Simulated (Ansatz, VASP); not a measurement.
## MgB2 in VASP and in Ansatz

```
Mg B
1.0
     3.03257    0.00000    0.00000
    -1.51629    2.62628    0.00000
     0.00000    0.00000    3.43454
Mg B
1 2
Direct
  0.00000 0.00000 0.00000
  0.33333 0.66667 0.50000
  0.66667 0.33333 0.50000
```

Alike in both runs: functional PBEsol; k mesh 15 × 15 × 12; occupations fermi-dirac, width 0.1 eV; no spin polarisation.

Ansatz relaxed the structure, and its values are those at the end. VASP's run is a single point on that final structure, the one shown.

```csv
,VASP,Ansatz
version,VASP 6.6.1,Ansatz 0.2.0
potentials or method,"VASP PAW PBE potentials, release 64 (Mg, B)","scalar-relativistic, plane waves, PAW"
plane-wave cutoff (eV),520,420
valence electrons in the cell,8,16
```

|  | VASP | Ansatz | Ansatz less VASP |
| --- | --- | --- | --- |
| gap on the k mesh at the Fermi level (eV) | none | none | - |
| pressure (GPa) | 6.2 | 6.1 | -0.05 |

A gap of «none» marks a metal or a gap that the smearing closes. The two sets of potentials don't hold the same shells in valence.

Caveats: the PAW data sets were made with another functional, which shifts forces and pressure a little (VASP).
